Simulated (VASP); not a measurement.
# Pt (P-1) in VASP: electric field gradients with PBEsol

Aim: the electric field gradients of Pt with PBEsol.

All numbers are computed with VASP 6.6.1; they aren't measurements. Logs are shortened: lines on timing, memory, paths and dates and some standing lists are left out, and cuts for length are marked.

## Step 1: The cell of the first run

The typed cell holds 1 atom: a = 2.726 Å, b = 2.757 Å, c = 2.770 Å, α = 59.84°, β = 61.56°, γ = 61.90°.

## Step 2: Electric field gradients, PBEsol (cell strained at random at fixed volume)

Input file INCAR:

```
SYSTEM = Pt
PREC = Accurate ; ENCUT = 520
EDIFF = 1E-8 ; ISMEAR = 0
SIGMA = 0.1 ; LREAL = .FALSE.
LASPH = .TRUE. ; NELM = 100
ALGO = Normal ; ISIF = 2
LWAVE = .FALSE. ; LCHARG = .FALSE.
GGA = PS ; LEFG = .TRUE.
NBANDS = 11
```

Input file KPOINTS:

```
Automatic mesh
0
G
  9 9 9
  0 0 0
```

Input file POSCAR:

```
Pt
1.0
   -0.0376340000      1.9349850000      1.9203720000
    1.9868310000     -0.0287820000      1.9115190000
    1.9888280000      1.9281300000     -0.0307790000
Pt
1
Direct
   -0.0258020000      0.0259600000     -0.0193250000
```

Potentials or basis: VASP PAW PBE potentials, release 64 (Pt).

The run is started by

```bash
> cat potpaw_PBE.64/Pt/POTCAR > POTCAR
> mpirun -np 1 vasp_std > vasp.out
```

OUTCAR:

```text
SYSTEM = Pt
   PREC = Accurate
   ENCUT = 520
   EDIFF = 1E-8
   ISMEAR = 0
   LREAL = .FALSE.
   LASPH = .TRUE.
   NELM = 100
   ISIF = 2
   GGA = PS

 ion  position               nearest neighbor table
   1  0.974  0.026  0.981-

  LATTYP: Found a triclinic cell.
 ALAT       =     2.7571779204
 B/A-ratio  =     1.4010468839
 C/A-ratio  =     2.2513943630
 COS(alpha) =     0.0040556032
 COS(beta)  =     0.6707674154
 COS(gamma) =     0.7084391943

  Lattice vectors:

 A1 = (   0.0019970000,   1.9569120000,  -1.9422980000)
 A2 = (   0.0396310000,   0.0219270000,  -3.8626700000)
 A3 = (  -2.0601020000,   5.8556640000,  -0.0130730000)

Analysis of symmetry for initial positions (statically):
=====================================================================
 Subroutine PRICEL returns:
 Original cell was already a primitive cell.

 Routine SETGRP: Setting up the symmetry group for a
 triclinic supercell.

 Subroutine GETGRP returns: Found  2 space group operations
 (whereof  1 operations were pure point group operations)
 out of a pool of  2 trial point group operations.

The static configuration has the point symmetry C_1 .
 The point group associated with its full space group is S_2 .

Analysis of symmetry for dynamics (positions and initial velocities):
=====================================================================
 Subroutine PRICEL returns:
 Original cell was already a primitive cell.

 Routine SETGRP: Setting up the symmetry group for a
 triclinic supercell.

 Subroutine GETGRP returns: Found  2 space group operations
 (whereof  1 operations were pure point group operations)
 out of a pool of  2 trial point group operations.

The dynamic configuration has the point symmetry C_1 .
 The point group associated with its full space group is S_2 .

 Subroutine INISYM returns: Found  2 space group operations
 (whereof  1 operations are pure point group operations),
 and found     1 'primitive' translations

----------------------------------------------------------------------------------------

[... 122 lines left out ...]
 Gauss-broadening in eV      SIGMA  =   0.10
  energy-cutoff  :      520.00
  volume of cell :       15.08
 maximum number of plane-waves:       417
   NGX = 11   NGY = 11   NGZ = 11

 number of electron      10.0000001 magnetization

 Free energy of the ion-electron system (eV)
  ---------------------------------------------------
  ext. energy  EPLUGINS =         0.00000000
  ---------------------------------------------------
  free energy    TOTEN  =        -6.98826133 eV

  energy without entropy =       -6.98060978  energy(sigma->0) =       -6.98443556

 E-fermi :  11.1159     XC(G=0): -13.6266

 val. band max:       11.1119549995   @ k =  -0.0000  -0.0000   0.4444
 cond. band min:      11.1248153718   @ k =  -0.4444  -0.4444   0.3333
 fundamental gap:      0.0128603723
 Fermi energy:        11.1159386757

 k-point     1 :       0.0000    0.0000    0.0000
  band No.  band energies     occupation
      1       0.8007      2.00000
      2       6.9773      2.00000
      3       7.3396      2.00000
      4       7.5639      2.00000
      5       9.2296      2.00000
      6       9.7347      2.00000
      7      25.7290      0.00000
      8      29.9528      0.00000
      9      30.7795      0.00000
     10      31.3609      0.00000
     11      36.0122      0.00000
[... 309 lines left out ...]
 k-point    24 :       0.0000    0.3333   -0.0000
  band No.  band energies     occupation
      1       3.5217      2.00000
      2       7.1859      2.00000
      3       7.7424      2.00000
      4       7.8291      2.00000
      5      10.2226      2.00000
      6      10.3416      2.00000
      7      21.2973      0.00000
      8      26.4693      0.00000
      9      32.1352      0.00000
     10      32.9032      0.00000
     11      36.0361      0.00000

 [... further k-points ...]
[... 5 lines left out ...]
  --------------------------------------------------------------------------------------
  -------------------------------------------------------------------------------------
  Total       -0.4243819     -0.0004543      0.0661491      0.0732378      0.1353586      0.1087987
  in kB      -45.0890647     -0.0482701      7.0281036      7.7812542     14.3813748     11.5594732
  external PRESSURE =     -12.7030770 kB  Pullay stress =       0.0000000 kB

 VOLUME and BASIS-vectors are now :
 -----------------------------------------------------------------------------
  energy-cutoff  :      520.00
  volume of cell :       15.08
      direct lattice vectors                 reciprocal lattice vectors
    -0.037634000  1.934985000  1.920372000    -0.244351141  0.256159235  0.257835363
     1.986831000 -0.028782000  1.911519000     0.249491289 -0.253194749  0.260010767
     1.988828000  1.928130000 -0.030779000     0.248944132  0.257787738 -0.254870746

 POSITION                                       TOTAL-FORCE (eV/Angst)
 -----------------------------------------------------------------------------------
      1.96531      3.77518      1.89026         0.000000      0.000000     -0.000000
 -----------------------------------------------------------------------------------
    total drift:                               -0.000000     -0.000000     -0.000001

  FREE ENERGIE OF THE ION-ELECTRON SYSTEM (eV)
  ---------------------------------------------------
  free  energy   TOTEN  =        -6.9882613327 eV

  energy  without entropy=       -6.9806097831  energy(sigma->0) =       -6.98443556

 Electric field gradients (V/A^2)
---------------------------------------------------------------------
 ion       V_xx      V_yy      V_zz      V_xy      V_xz      V_yz
---------------------------------------------------------------------
   1      21.942    -8.279   -13.663    -3.022    -4.525    -5.285
---------------------------------------------------------------------

 Electric field gradients after diagonalization (V/A^2)
 (convention: |V_zz| > |V_xx| > |V_yy|)
----------------------------------------------------------------------
 ion       V_xx      V_yy      V_zz     asymmetry (V_yy - V_xx)/ V_zz
----------------------------------------------------------------------
   1     -17.649    -5.041    22.690       0.556
----------------------------------------------------------------------

           NMR quadrupolar parameters

 Cq : quadrupolar parameter    Cq=e*Q*V_zz/h
 eta: asymmetry parameters     (V_yy - V_xx)/ V_zz
 Q  : nuclear electric quadrupole moment in mb (millibarn)
----------------------------------------------------------------------
 ion       Cq(MHz)       eta       Q (mb)
----------------------------------------------------------------------
   1       0.055       0.556       1.000
----------------------------------------------------------------------
```

OSZICAR:

```text
N       E                     dE             d eps       ncg     rms          rms(c)
DAV:   1     0.393302537787E+02    0.39330E+02   -0.53854E+03  8126   0.850E+02
DAV:   2    -0.681018831032E+01   -0.46140E+02   -0.44403E+02  9179   0.177E+02
DAV:   3    -0.743218578280E+01   -0.62200E+00   -0.61943E+00  9404   0.197E+01
DAV:   4    -0.743461731303E+01   -0.24315E-02   -0.24314E-02  9248   0.145E+00
DAV:   5    -0.743463648165E+01   -0.19169E-04   -0.19168E-04  9505   0.119E-01    0.133E+01
DAV:   6    -0.703703407757E+01    0.39760E+00   -0.91153E-01  8699   0.754E+00    0.677E+00
DAV:   7    -0.699243701150E+01    0.44597E-01   -0.15473E-01  9356   0.302E+00    0.251E+00
DAV:   8    -0.698843443385E+01    0.40026E-02   -0.46435E-03  8813   0.628E-01    0.572E-01
DAV:   9    -0.698825718475E+01    0.17725E-03   -0.54118E-05  9125   0.692E-02    0.205E-02
DAV:  10    -0.698826123104E+01   -0.40463E-05   -0.17374E-06  9587   0.930E-03    0.409E-03
DAV:  11    -0.698826135859E+01   -0.12755E-06   -0.62133E-08  9815   0.219E-03    0.145E-03
DAV:  12    -0.698826133338E+01    0.25209E-07   -0.52720E-09  5731   0.555E-04    0.188E-04
DAV:  13    -0.698826133269E+01    0.69269E-09   -0.22288E-10  4930   0.122E-04
   1 F= -.69882613E+01 E0= -.69844356E+01  d E =-.765155E-02
```

stdout:

```text
POSCAR found type information on POSCAR Pt
 POSCAR found :  1 types and       1 ions
 scaLAPACK will be used
 -----------------------------------------------------------------------------
|                                                                             |
|                                                                             |
|     You enforced a specific xc type in the INCAR file but a different       |
|     I HOPE YOU KNOW WHAT YOU ARE DOING!                                     |
|                                                                             |
 -----------------------------------------------------------------------------

 LDA part: xc-table for (Slater+PW92), standard interpolation
 POSCAR, INCAR and KPOINTS ok, starting setup
 FFT: planning ... GRIDC
 FFT: planning ... GRID_SOFT
 FFT: planning ... GRID
 WAVECAR not read
 entering main loop
ion   1
     0.0000674    -0.7704763    -0.3628101     0.1905180    -0.8309878    -0.2344048
     0.0000928    -0.7704763    -0.3628101     0.1905180    -0.8309878    -0.2344048
     0.0001278    -0.7704763    -0.3628101     0.1905180    -0.8309878    -0.2344048
     0.0001760    -0.7704762    -0.3628101     0.1905180    -0.8309878    -0.2344048

     0.0000674     2.7759175     4.8712352    10.8975488     4.1613218   -13.9155138
     0.0000928     2.7629937     4.8635765    10.8945591     4.1468643   -13.9114718
     0.0001278     2.7434305     4.8520573    10.8901526     4.1250035   -13.9054942
     0.0001760     2.7139455     4.8348103    10.8836942     4.0920928   -13.8967013
```

Wall time 32 s (1 thread of Intel Xeon 6975P-C (Granite Rapids), shared host); peak memory 0.18 GiB.

Results:

- Free energy: -6.9883 eV
- Pressure: -1.3 GPa
- Band gap on the k mesh: none (metal or under the smearing width)

Stress tensor (GPa, compression positive):
```
-4.51  0.78  1.16
 0.78  0.00  1.44
 1.16  1.44  0.70
```

Electric field gradients, principal values (V/Å²):
| atom | Vxx | Vyy | Vzz |
| --- | --- | --- | --- |
| 1 Pt | -5.041 | -17.649 | 22.690 |

Caveat: the PAW data sets were made with another functional, which shifts forces and pressure a little.
